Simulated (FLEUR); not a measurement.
# Ru (P6_3/mmc) in FLEUR: a series of runs

Runs on Ru. Level: RPBE. Tasks: band structure, equation of state.

Program: FLEUR MaX-R8.1 (later development tree). These are calculated values, not measurements. Logs are shortened: lines on timing, memory, paths and dates and some standing lists are left out, and cuts for length are marked.

## (1) The structure

It takes space group P6_3/mmc (No. 194, hexagonal). The conventional cell has a = 2.706 Å, b = 2.706 Å, c = 4.282 Å, α = 90.00°, β = 90.00°, γ = 120.00°. Around Ru (site symmetry -6m2) lie 12 Ru at 2.65 to 2.71 Å.

## (2) Band structure, RPBE

File inp.xml:

```xml
<?xml version="1.0" encoding="UTF-8" standalone="no"?>
<fleurInput fleurInputVersion="0.39">
   <comment>
      Ru                                                                                                  
   </comment>
   <calculationSetup>
      <cutoffs Kmax="4.22" Gmax="13.1" GmaxXC="13.1" numbands="0"/>
      <scfLoop itmax="60" minDistance="0.00001" maxIterBroyd="15" imix="Anderson" alpha="0.05" precondParam="0.0" spinf="2.0" sdNocoIR="T"/>
      <coreElectrons ctail="T" frcor="F" kcrel="0" coretail_lmax="0"/>
      <xcFunctional name="Rpbe" relativisticCorrections="F"/>
      <magnetism jspins="1"/>
      <soc l_soc="F" theta="0.0" phi="0.0" spav="F"/>
      <expertModes spex="0" secvar="F"/>
      <geometryOptimization l_f="F" forcealpha="1.0" forcemix="BFGS" epsdisp="0.00001" epsforce="0.00001"/>
      <ldaU l_linMix="F" mixParam="0.05" spinf="1.0"/>
   </calculationSetup>
   <cell>
      <bzIntegration valenceElectrons="32.0" mode="hist" fermiSmearingEnergy="0.00183747">
         <kPointListSelection listName="default-1"/>
         <!-- k-points included here -->
         <xi:include xmlns:xi="http://www.w3.org/2001/XInclude" href="kpts.xml"> </xi:include>
      </bzIntegration>
      <!-- symmetry operations included here -->
      <xi:include xmlns:xi="http://www.w3.org/2001/XInclude" href="sym.xml"> </xi:include>
      <bulkLattice scale="1.0">
         <bravaisMatrix>
            <row-1>    5.1132209479426800     0.0000000000000000     0.0000000000000000</row-1>
            <row-2>   -2.5566104739713400     4.4281792361568231     0.0000000000000000</row-2>
            <row-3>    0.0000000000000000     0.0000000000000000     8.0916182929247409</row-3>
         </bravaisMatrix>
      </bulkLattice>
   </cell>
   <atomSpecies>
      <species name="Ruthenium (Ru)" element="Ru" atomicNumber="44">
         <mtSphere radius="2.32" gridPoints="767" logIncrement="0.017"/>
         <atomicCutoffs lmax="9" lnonsphr="7"/>
         <electronConfig flipSpins="F">
            <coreConfig>(1s1/2) (2s1/2) (2p1/2) (2p3/2) (3s1/2) (3p1/2) (3p3/2) (3d3/2) (3d5/2)</coreConfig>
            <valenceConfig>(4s1/2) (4p1/2) (4p3/2) (5s1/2) (4d3/2) (4d5/2)</valenceConfig>
            <stateOccupation state="(5s1/2)" spinUp="0.500000" spinDown="0.500000"/>
            <stateOccupation state="(4d3/2)" spinUp="1.400000" spinDown="1.400000"/>
            <stateOccupation state="(4d5/2)" spinUp="2.100000" spinDown="2.100000"/>
         </electronConfig>
         <energyParameters s="5" p="5" d="4" f="4"/>
         <lo type="SCLO" l="0" n="4" eDeriv="0"/>
         <lo type="SCLO" l="1" n="4" eDeriv="0"/>
         <lo type="SCLO" l="1" n="4" eDeriv="1"/>
         <lo type="SCLO" l="2" n="4" eDeriv="2"/>
         <lo type="SCLO" l="3" n="4" eDeriv="2"/>
      </species>
   </atomSpecies>
   <atomGroups>
      <atomGroup species="Ruthenium (Ru)">
         <relPos label="                   1">-1.000/3.000 1.000/3.000 -1.000/4.000</relPos>
         <relPos label="                   2">1.000/3.000 -1.000/3.000 1.000/4.000</relPos>
         <force calculate="T" relaxXYZ="TTT"/>
      </atomGroup>
   </atomGroups>
   <output dos="F" band="F" slice="F">
      <checks vchk="F" cdinf="F"/>
      <bandDOS minEnergy="-.5*Htr" maxEnergy="0.5*Htr" sigma="0.015" storeEVData="T"/>
      <vacuumDOS vacdos="F" integ="F" star="F" nstars="0" locx1="0.0" locy1="0.0" locx2="0.0" locy2="0.0" nstm="0" tworkf="0.0"/>
      <unfoldingBand unfoldBand="F" supercellX="1" supercellY="1" supercellZ="1"/>
      <plotting iplot="0" polar="F">
         <plot TwoD="T" vec1="  1.0  0.0  0.0" vec2="  0.0  1.0  0.0" vec3="  0.0  0.0  1.0" zero="  0.0  0.0  0.0" file="plot"/>
      </plotting>
      <chargeDensitySlicing numkpt="0" minEigenval="0.0" maxEigenval="0.0" nnne="0" pallst="F"/>
      <specialOutput eonly="F"/>
      <moessbauerParams electricFieldGradient="T" isomerShift="T" coreHyperfine="T" valenceHyperfine="T"/>
      <magneticCircularDichroism mcd="F" energyLo="-10.0" energyUp="0.0"/>
   </output>
  <!-- We include the file relax.xml here to enable relaxations (see documentation) -->
  <xi:include xmlns:xi="http://www.w3.org/2001/XInclude" href="relax.xml"> <xi:fallback/> </xi:include>
</fleurInput>
```

File crystal.txt:

```
Ru
&input cartesian=F /
2.7058000000  0.0000000000  0.0000000000
-1.3529000000  2.3432915376  0.0000000000
0.0000000000  0.0000000000  4.2819000000
1.8897261246
1.0 1.0 1.0

2
44 0.6666666667  0.3333333333  0.7500000000
44 0.3333333333  0.6666666667  0.2500000000

&kpt div1=11 div2=11 div3=6 gamma=T /
```

File inp.xml (bands):

```
<?xml version="1.0" encoding="UTF-8" standalone="no"?>
<fleurInput fleurInputVersion="0.39">
   <comment>
      Ru                                                                                                  
   </comment>
   <calculationSetup>
      <cutoffs Kmax="4.22" Gmax="13.1" GmaxXC="13.1" numbands="0"/>
      <scfLoop itmax="60" minDistance="0.00001" maxIterBroyd="15" imix="Anderson" alpha="0.05" precondParam="0.0" spinf="2.0" sdNocoIR="T"/>
      <coreElectrons ctail="T" frcor="F" kcrel="0" coretail_lmax="0"/>
      <xcFunctional name="Rpbe" relativisticCorrections="F"/>
      <magnetism jspins="1"/>
      <soc l_soc="F" theta="0.0" phi="0.0" spav="F"/>
      <expertModes spex="0" secvar="F"/>
      <geometryOptimization l_f="F" forcealpha="1.0" forcemix="BFGS" epsdisp="0.00001" epsforce="0.00001"/>
      <ldaU l_linMix="F" mixParam="0.05" spinf="1.0"/>
   </calculationSetup>
   <cell>
      <bzIntegration valenceElectrons="32.0" mode="hist" fermiSmearingEnergy="0.00183747">
         <kPointListSelection listName="path-1"/>
         <!-- k-points included here -->
         <xi:include xmlns:xi="http://www.w3.org/2001/XInclude" href="kpts.xml"> </xi:include>
      </bzIntegration>
      <!-- symmetry operations included here -->
      <xi:include xmlns:xi="http://www.w3.org/2001/XInclude" href="sym.xml"> </xi:include>
      <bulkLattice scale="1.0">
         <bravaisMatrix>
            <row-1>    5.1132209479426800     0.0000000000000000     0.0000000000000000</row-1>
            <row-2>   -2.5566104739713400     4.4281792361568231     0.0000000000000000</row-2>
            <row-3>    0.0000000000000000     0.0000000000000000     8.0916182929247409</row-3>
         </bravaisMatrix>
      </bulkLattice>
   </cell>
   <atomSpecies>
      <species name="Ruthenium (Ru)" element="Ru" atomicNumber="44">
         <mtSphere radius="2.32" gridPoints="767" logIncrement="0.017"/>
         <atomicCutoffs lmax="9" lnonsphr="7"/>
         <electronConfig flipSpins="F">
            <coreConfig>(1s1/2) (2s1/2) (2p1/2) (2p3/2) (3s1/2) (3p1/2) (3p3/2) (3d3/2) (3d5/2)</coreConfig>
            <valenceConfig>(4s1/2) (4p1/2) (4p3/2) (5s1/2) (4d3/2) (4d5/2)</valenceConfig>
            <stateOccupation state="(5s1/2)" spinUp="0.500000" spinDown="0.500000"/>
            <stateOccupation state="(4d3/2)" spinUp="1.400000" spinDown="1.400000"/>
            <stateOccupation state="(4d5/2)" spinUp="2.100000" spinDown="2.100000"/>
         </electronConfig>
         <energyParameters s="5" p="5" d="4" f="4"/>
         <lo type="SCLO" l="0" n="4" eDeriv="0"/>
         <lo type="SCLO" l="1" n="4" eDeriv="0"/>
         <lo type="SCLO" l="1" n="4" eDeriv="1"/>
         <lo type="SCLO" l="2" n="4" eDeriv="2"/>
         <lo type="SCLO" l="3" n="4" eDeriv="2"/>
      </species>
   </atomSpecies>
   <atomGroups>
      <atomGroup species="Ruthenium (Ru)">
         <relPos label="                   1">-1.000/3.000 1.000/3.000 -1.000/4.000</relPos>
         <relPos label="                   2">1.000/3.000 -1.000/3.000 1.000/4.000</relPos>
         <force calculate="T" relaxXYZ="TTT"/>
      </atomGroup>
   </atomGroups>
   <output dos="F" band="T" slice="F">
      <checks vchk="F" cdinf="F"/>
      <bandDOS minEnergy="-.5*Htr" maxEnergy="0.5*Htr" sigma="0.015" storeEVData="T"/>
      <vacuumDOS vacdos="F" integ="F" star="F" nstars="0" locx1="0.0" locy1="0.0" locx2="0.0" locy2="0.0" nstm="0" tworkf="0.0"/>
      <unfoldingBand unfoldBand="F" supercellX="1" supercellY="1" supercellZ="1"/>
      <plotting iplot="0" polar="F">
         <plot TwoD="T" vec1="  1.0  0.0  0.0" vec2="  0.0  1.0  0.0" vec3="  0.0  0.0  1.0" zero="  0.0  0.0  0.0" file="plot"/>
      </plotting>
      <chargeDensitySlicing numkpt="0" minEigenval="0.0" maxEigenval="0.0" nnne="0" pallst="F"/>
      <specialOutput eonly="F"/>
      <moessbauerParams electricFieldGradient="T" isomerShift="T" coreHyperfine="T" valenceHyperfine="T"/>
      <magneticCircularDichroism mcd="F" energyLo="-10.0" energyUp="0.0"/>
   </output>
  <!-- We include the file relax.xml here to enable relaxations (see documentation) -->
  <xi:include xmlns:xi="http://www.w3.org/2001/XInclude" href="relax.xml"> <xi:fallback/> </xi:include>
</fleurInput>
```

Potentials or basis: all-electron, FLAPW.

Launch:

```sh
> inpgen -f crystal.txt -profile fastHighL
> # inp.xml edited to the form shown
> fleur_MPI
> fleur_MPI   # second run, on inp.xml (bands)
```

The log of the run:

```text
Welcome to FLEUR        (www.flapw.de)
      MaX-Release 8.1          (www.max-centre.eu)

 ========== k-point set info ==========
 Selected k-point list: default-1
 k-point list type: mesh
 11 x 11 x 6
 Number of k points: 64

 ------------Calculation Setup---------------------------
 Number of MPI-tasks      :            1
 Number of PE/node        :            1
 Number of OMP-threads    :            1
 Most efficient MPI parallelization for:
           1           2           4           8          16          32          64
 Additional eigenvalue parallelization possible
 Number of basis functions:          318
 Approximate size of matrices (H+S) per k-point:         0.002 GB
 --------------------------------------------------------
 Iteration:     1   Distance:      19.63116478 me/bohr^3
 Iteration:     2   Distance:      17.51554756 me/bohr^3
 Iteration:     3   Distance:       5.88012984 me/bohr^3
 Iteration:     4   Distance:       3.89280389 me/bohr^3
 Iteration:     5   Distance:       1.32241197 me/bohr^3
 Iteration:     6   Distance:       1.63847714 me/bohr^3
 Iteration:     7   Distance:       0.09207758 me/bohr^3
 Iteration:     8   Distance:       0.03672676 me/bohr^3
 Iteration:     9   Distance:       0.02074200 me/bohr^3
 Iteration:    10   Distance:       0.00247821 me/bohr^3
 Iteration:    11   Distance:       0.00214999 me/bohr^3
 Iteration:    12   Distance:       0.00060863 me/bohr^3
 Iteration:    13   Distance:       0.00007841 me/bohr^3
 Iteration:    14   Distance:       0.00002084 me/bohr^3
 Iteration:    15   Distance:       0.00000186 me/bohr^3

 ********************************************************************
 Run finished successfully
 Stop message:
   all done
 ********************************************************************
```

output (bands):

```text
Welcome to FLEUR        (www.flapw.de)
      MaX-Release 8.1          (www.max-centre.eu)

 ========== k-point set info ==========
 Selected k-point list: path-1
 k-point list type: path
 Number of k points: 60

 ------------Calculation Setup---------------------------
 Number of MPI-tasks      :            1
 Number of PE/node        :            1
 Number of OMP-threads    :            1
 Most efficient MPI parallelization for:
           1           2           3           4           5           6          10          12          15          20          30          60
 Additional eigenvalue parallelization possible
 Number of basis functions:          315
 Approximate size of matrices (H+S) per k-point:         0.001 GB
 --------------------------------------------------------
 Fermi energy correction for metals:
 Fermi energy in bands.* files may not be consistent with last density.
 Please correct it manually (e.g. in band.gnu file).

 Note: Band structure data (together with different weights) is also stored in the banddos.hdf file.
       A convenient way of extracting and plotting the data from that file is by making use of the

 ********************************************************************
 Run finished successfully
 Stop message:
   Charge density postprocessing done.
 ********************************************************************
```

out.xml (last iteration):

```text
<iteration numberForCurrentRun="   15" overallNumber="   15">
         <energyParameters units="Htr">
            <atomicEP atomType="1" spin="1" branch="5s" branchLowest="-2.04" branchHighest="2.66" value="0.4070083304"/>
            <atomicEP atomType="1" spin="1" branch="5p" branchLowest="-0.90" branchHighest="3.40" value="0.5263968765"/>
            <atomicEP atomType="1" spin="1" branch="4d" branchLowest="-9.28" branchHighest="0.86" value="0.5034984793"/>
            <atomicEP atomType="1" spin="1" branch="4f" branchLowest="-9.99" branchHighest="2.70" value="0.8076563819"/>
            <loAtomicEP atomType="1" spin="1" branch="4s" branchLowest="-19.67" branchHighest="-2.04" value="-2.0730955321"/>
            <loAtomicEP atomType="1" spin="1" branch="4p" branchLowest="-15.68" branchHighest="-0.90" value="-0.9730320397"/>
            <loAtomicEP atomType="1" spin="1" branch="4p" branchLowest="-15.68" branchHighest="-0.90" value="-0.9730320397"/>
            <loAtomicEP atomType="1" spin="1" branch="4d" branchLowest="-9.28" branchHighest="0.86" value="0.5006486097"/>
            <loAtomicEP atomType="1" spin="1" branch="4f" branchLowest="-9.99" branchHighest="2.70" value="0.8076575108"/>
         </energyParameters>
         <eigenvalues>
            <eigenvaluesAt spin="1" ikpt="1" k_x="0.00000000" k_y="0.00000000" k_z="0.00000000">
                      -2.0796875469       -2.0722098957       -0.9941888426       -0.9600034322       -0.9600034322
                      -0.9537615278       -0.9537615278       -0.9522178797        0.3177635355        0.3830678974
                       0.5156538063        0.5156538063        0.5220136901        0.5405982669        0.5405982669
                       0.5597586781        0.5597586781        0.6542151061        0.6542151061        0.6573070990
                       0.9909964710        1.1535154378        1.2441853747        1.2679480766        1.4441474114
            </eigenvaluesAt>
            <eigenvaluesAt spin="1" ikpt="2" k_x="0.00000000" k_y="0.00000000" k_z="0.16666667">
                      -2.0791946538       -2.0727189752       -0.9914943524       -0.9595881688       -0.9595881688
                      -0.9551583771       -0.9541827317       -0.9541827317        0.3290297693        0.3867384318
                       0.5100849663        0.5100849663        0.5165641732        0.5342151373        0.5342151373
                       0.5741933337        0.5741933338        0.6224365945        0.6544712377        0.6544712377
                       1.0374816266        1.1352779737        1.2391107452        1.2836615638        1.3796613952
[... 37 lines left out ...]
         <allElectronCharges>
            <spinDependentCharge spin="1" total="88.0000000" interstitial="3.7228976" mtSpheres="84.2771024"/>
            <totalCharge value="87.9999999978"/>
         </allElectronCharges>
         <moessbauerParams unitsHFF="kG" unitsIS="e/bohr^3" unitsEFG="Htr/bohr^2">
            <coreIsomerShift atomType="1" isTotal="111377.16190">
               <shell n="1" l="0" isomerShift="98162.92849"/>
               <shell n="2" l="0" isomerShift="10971.00834"/>
               <shell n="2" l="1" isomerShift="197.22098"/>
               <shell n="3" l="0" isomerShift="2007.68608"/>
               <shell n="3" l="1" isomerShift="38.31801"/>
               <shell n="3" l="2" isomerShift="0.00000"/>
            </coreIsomerShift>
            <isomerShift atomType="1" nucleusRadius="0.0001100" averageDensity="111750.49114"/>
            <electricFieldGradient atomType="1" VXX="0.05699" VYY="0.05699" VZZ="-0.11397" asymParam="0.00000">
            </electricFieldGradient>
         </moessbauerParams>
         <totalEnergy                                    value="    -9064.2545809387" units="Htr">
            <sumOfEigenvalues                            value="    -5382.0745715119">
               <coreElectrons value="-5370.0255443911"/>
               <valenceElectrons value="-12.0490271208"/>
            </sumOfEigenvalues>
            <densityCoulombPotentialIntegral value="-14468.3986857066"/>
            <densityEffectivePotentialIntegral value="-14815.6161182270"/>
            <chargeDenXCDenIntegral value="-268.3070557165"/>
            <FockExchangeEnergyValence value="0.0000000000"/>
            <FockExchangeEnergyCore value="0.0000000000"/>
            <atomTypeDependentContributions atomType="1">
               <electronNucleiInteractionDifferentMTs value="10937.8297629017"/>
               <MadelungTerm value="-57.4599661824"/>
            </atomTypeDependentContributions>
            <tkbTimesEntropy value="0.0006169198"/>
            <freeEnergy value="-9064.2551978585"/>
            <extrapolationTo0K value="-9064.2548893986"/>
         </totalEnergy>
         <densityConvergence units="me/bohr^3">
            <chargeDensity spin="1" distance="0.0000018551"/>
         </densityConvergence>
      </iteration>
```

Wall time 28 s (1 thread of Arm Neoverse V1, shared host); peak memory 0.06 GiB.

What came out:

| Quantity | Value |
| --- | --- |
| Free energy | -246650.9492 eV |
| Band gap along the path | none (metal or under the smearing width) |
| Valence electrons inside the program's atomic spheres | Ru 14.14 (radii Ru 2.32 bohr) |

Levels at the corners of the path, in eV from the Fermi level:
```csv
point,band 13,band 14,band 15,band 16,band 17,band 18,band 19,band 20
Γ,-2.35,-1.84,-1.84,-1.32,-1.32,1.25,1.25,1.33
M,-2.01,-1.74,-1.45,1.49,1.91,1.98,4.12,6.20
K,-2.77,-2.77,-1.00,1.07,1.07,1.51,7.06,7.33
Γ,-2.35,-1.84,-1.84,-1.32,-1.32,1.25,1.25,1.33
A,-2.69,-2.69,-2.65,-2.65,0.61,0.61,0.61,0.61
L,-0.99,-0.99,0.51,0.51,1.75,1.75,3.45,3.45
H,-2.66,-2.66,-1.12,-1.12,1.29,1.29,8.50,8.50
A,-2.69,-2.69,-2.65,-2.65,0.61,0.61,0.61,0.61
L,-0.99,-0.99,0.51,0.51,1.75,1.75,3.45,3.45
M,-2.01,-1.74,-1.45,1.49,1.91,1.98,4.12,6.20
K,-2.77,-2.77,-1.00,1.07,1.07,1.51,7.06,7.33
H,-2.66,-2.66,-1.12,-1.12,1.29,1.29,8.50,8.50
```

Core levels (eV from the Fermi level):
| atom | levels |
| --- | --- |
| 1 Ru | 1s1/2 -21923.8, 2s1/2 -3148.4, 2p1/2 -2907.8, 2p3/2 -2776.9, 3s1/2 -551.8, 3p1/2 -458.6, 3p3/2 -436.4, 3d3/2 -271.8, 3d5/2 -267.5 |
| 2 Ru | 1s1/2 -21923.8, 2s1/2 -3148.4, 2p1/2 -2907.8, 2p3/2 -2776.9, 3s1/2 -551.8, 3p1/2 -458.6, 3p3/2 -436.4, 3d3/2 -271.8, 3d5/2 -267.5 |

(Part 1 of 2 ends here.)
